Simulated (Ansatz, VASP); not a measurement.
## Si: VASP beside Ansatz

Contents of POSCAR:

```
Si
1.0
    0.0000000000      2.7218511900      2.7218511900
    2.7218511900      0.0000000000      2.7218511900
    2.7218511900      2.7218511900      0.0000000000
Si
2
Direct
    0.7500000000      0.7500000000      0.7500000000
    0.5000000000      0.5000000000      0.5000000000
```

File INCAR.step1:

```
ALGO = Normal
EDIFF = 1E-4
ENCUT = 520
GGA = PE
ISMEAR = 0
LASPH = T
LCHARG = F
LREAL = F
LWAVE = T
NBANDS = 11
NELM = 80
PREC = Accurate
SIGMA = 0.1
```

INCAR.step2

```
ALGO = Normal
EDIFF = 1E-6
ENCUT = 520
ISIF = 2
ISMEAR = 0
ISTART = 1
LASPH = T
LCHARG = F
LMIXTAU = T
LREAL = F
LWAVE = F
METAGGA = R2SCAN
NBANDS = 11
NELM = 80
PREC = Accurate
SIGMA = 0.1
```

KPOINTS

```
k-points
0
Gamma
  6 6 6
```

Input for Ansatz:

```yaml
crystal:
  lattice:
    - [0.0, 2.72185119, 2.72185119]
    - [2.72185119, 0.0, 2.72185119]
    - [2.72185119, 2.72185119, 0.0]
  atoms:
    - { symbol: Si, position: [0.75, 0.75, 0.75] }
    - { symbol: Si, position: [0.5, 0.5, 0.5] }
basis:
  ecutwfc: 500
kpoints:
  mp_grid: { grid: [6, 6, 6] }
hamiltonian:
  xc: r2scan
scf:
  occupations: { method: gaussian, width: 0.1 }
output:
  forces: true
  stress: true
  eigenvalues: true
```

Alike in both runs: task single point; functional r2SCAN; k mesh 6 × 6 × 6; occupations gaussian, width 0.1 eV; no spin polarisation.

```csv
,VASP,Ansatz
version,VASP 6.6.1,Ansatz 0.2.0
potentials or method,"VASP PAW PBE potentials, release 64 (Si)","scalar-relativistic, plane waves, PAW"
plane-wave cutoff (eV),520,500
valence electrons in the cell,8,8
```

|  | VASP | Ansatz | Ansatz less VASP |
| --- | --- | --- | --- |
| gap on the k mesh at the Fermi level (eV) | 0.93 | 0.92 | -0.015 |
| least direct gap on the mesh (eV) | 2.75 | 2.74 | -0.016 |
| pressure (GPa) | -0.1 | 0.1 | +0.24 |

With one functional, cell and mesh, what is left measures potentials, basis and numerics.

Caveats: the PAW data sets were made with another functional, which shifts forces and pressure a little (VASP). r2SCAN opens gaps a little over a GGA but as a rule still falls short of measured ones. A k mesh can miss the band edges.
